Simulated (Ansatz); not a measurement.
The structure is an experimental refinement, used without relaxation. The listed cell was then made from it by scaling, straining or moving an atom.

Ti: DFT, PBE, all-electron LAPW, scalar-relativistic (Ansatz 0.2.0). What sets it apart from a plain run of this crystal: equal xx and yy strain of -1 %.

Command: `ansatz run input.yaml --threads 1 --pin off --max-ram 3072MiB --backend cpu --events-out ev --progress --plain --runs-dir out` The run took 8.3 s on 1 thread of Intel(R) Xeon(R) 6975P-C (Granite Rapids), on a shared host, peak memory 0.41 GiB.

```yaml
crystal:
  lattice:
    - [-1.62459, 1.62459, 1.641]
    - [1.62459, -1.62459, 1.641]
    - [1.62459, 1.62459, -1.641]
  atoms:
    - { symbol: Ti, position: [0.0, 0.0, 0.0] }
kpoints:
  mp_grid: { grid: [14, 14, 14] }
  band_path:
    path:
      - [0.0, 0.0, 0.0]
      - [0.0, 0.0, 0.5]
      - [0.25, 0.25, 0.25]
      - [0.0, 0.5, 0.0]
      - [0.0, 0.0, 0.0]
      - [0.5, 0.5, -0.5]
      - [0.495025, 0.504975, -0.495025]
      - [-0.495025, 0.495025, 0.495025]
      - [0.0, 0.0, 0.0]
    npoints: 5
scf:
  occupations: { method: fermi_dirac, width: 0.05 }
hamiltonian:
  xc: pbe
  pseudopotentials: { kind: all_electron, lapw: { basis_error: 0.00025 } }
output:
  forces: true
  stress: true
  eigenvalues: true
```

Output (standing set-up lines are left out):

```
LAPW: plane waves up to 8.371 Å⁻¹, error target 2.5e-4 eV per atom; small_component_spin mean_spin; Ti in spheres of 1.412 Å, 12 of its electrons in bands, Dirac shells []
Crystal: 1 atoms, lattice volume = 17.324 Å³
Basis set: ecut = 267.0095367479005 eV, 177 PW (Γ), exchange–correlation at level 2
Symmetry: 16 space group operations
Space group: I4/mmm (ITA 139), of the structure as read, at distance tolerance 2.6e-5 Å
k-points: 244 of 2744
iter 1 solved again at ethr=5.96e-4 eV; its pass at ethr=1.00e-1 eV (dr2=7.16e-2 eV) is discarded
SCF iter   1: F=—  HF=-23233.388164 eV  |F-HF|=—  |Δ(HF+E_count)|=         —  Δρ=2.36e-2  dr2=7.21e-2  ethr=5.96e-4  ⟨swp⟩=2.7  Hψ=17932  notcnv=0
preconditioner: auto → none  [metal: Δε(μ)=0.003 eV  Ē_g=4.491 eV  σ=0.050 eV  W_gap=0.01  n_scr=0 (ndim 8)  ℏωp=17.8 eV  f_vac=0.000  D(μ)=2.32/eV (n_scr^D=42)]
iter 2 solved again at ethr=1.19e-6 eV; its pass at ethr=5.96e-4 eV (dr2=1.42e-4 eV) is discarded
SCF iter   2: F=—  HF=-23233.245012 eV  |F-HF|=—  |Δ(HF+E_count)|=   1.43e-1  Δρ=1.26e-3  dr2=1.41e-4  ethr=1.19e-6  ⟨swp⟩=2.9  Hψ=13626  notcnv=0
SCF iter   3: F=—  HF=-23233.228459 eV  |F-HF|=—  |Δ(HF+E_count)|=   1.66e-2  Δρ=2.88e-3  dr2=1.07e-3  ethr=1.18e-6  ⟨swp⟩=3.1  Hψ=8787  notcnv=0
SCF iter   4: F=—  HF=-23233.228404 eV  |F-HF|=—  |Δ(HF+E_count)|=   5.58e-5  Δρ=1.43e-4  dr2=2.20e-6  ethr=1.18e-6  ⟨swp⟩=2.0  Hψ=7187  notcnv=0
SCF iter   5: F=—  HF=-23233.228402 eV  |F-HF|=—  |Δ(HF+E_count)|=   1.66e-6  Δρ=4.78e-5  dr2=2.85e-7  ethr=1.83e-8  ⟨swp⟩=3.0  Hψ=7685  notcnv=0
SCF iter   6: F=-23233.228401 eV  HF=-23233.228401 eV  |F-HF|=1.73e-8  |Δ(HF+E_count)|=   5.19e-7  Δρ=5.65e-6  dr2=3.85e-9  ethr=2.38e-9  ⟨swp⟩=2.0  Hψ=7182  notcnv=0
SCF 1 converged in 6 iterations: F = -23233.228401 eV  dr2 = 3.85e-9
NSCF: frozen V_eff on 41 k-points
SCF converged after 6 iterations
Free energy (F): -23233.228401 eV
Harris-Foulkes:  -23233.228401 eV  (|F-HF|=1.73e-8)
Internal energy: -23233.208246 eV  (E = F + TS)
E sigma→0 (E₀):  -23233.218324 eV
Entropy (-TS):   -0.020155 eV (-20.155 meV/atom)
Fermi energy:    13.571875 eV
--- Per-component energies (eV) ---
  E_band       = -151.240933
  E_kinetic    = 23457.377269
  E_xc         = -1148.093033
  E_electrostatic = -45542.492482  (all electrons and nuclei)
  E_smearing   = -0.020155  (= −TS)
  E_closure    = 0.000000  (closes the sum)
  E_atoms      = -23226.621050  (free atoms, spherical and without spin; not in F)
  Σ components = -23233.228401   (vs F -23233.228401, Δ=0.00e0)
  Basis errors (estimates in eV, not in F): energy 2.8e-5 per atom: plane waves 2.2e-5 (1.2e-5 summed), levels above the bands 1.3e-71, relativity 1.9e-9, radial functions 6.0e-6, core shells 5.0e-8; eigenvalues (radial functions only) 2.3e-7; not estimated: angular momenta, meshes, grids; target (lapw.basis_error) 2.5e-4; muffin-tin radii Ti 1.412 Å
--- Forces (eV/Å), atoms counted from 1 ---
  atom   1  Ti    -0.00000000     0.00000000    -0.00000000
  max |Σ_I F_I| component: 4.93e-32 eV/Å
--- Stress (GPa, compression-positive) ---
       -0.459392       0.000000       0.000000
        0.000000      -0.459392      -0.000000
        0.000000      -0.000000      -0.184737
  P = ⅓ Tr σ = -0.3678 GPa (-3.678 kbar)
--- Band table (eV; the first three rows and the last of 244) ---
  k-point 0: bands = ["-42.9057", "-18.7746", "-18.7746", "-18.7737", "7.6476", "14.5511", "14.5511", "14.6225", "16.2983", "16.3823"]
  k-point 1: bands = ["-42.8991", "-18.8097", "-18.7847", "-18.7750", "7.8233", "14.4688", "14.5969", "14.6791", "16.2906", "16.3059"]
  k-point 2: bands = ["-42.8806", "-18.9072", "-18.8154", "-18.7761", "8.3294", "14.2464", "14.4743", "15.0514", "16.1220", "16.3334"]
  k-point 243: bands = ["-42.6782", "-19.2500", "-19.2373", "-19.2373", "11.4511", "11.4775", "17.5080", "17.5260", "17.5260", "21.7791"]
```
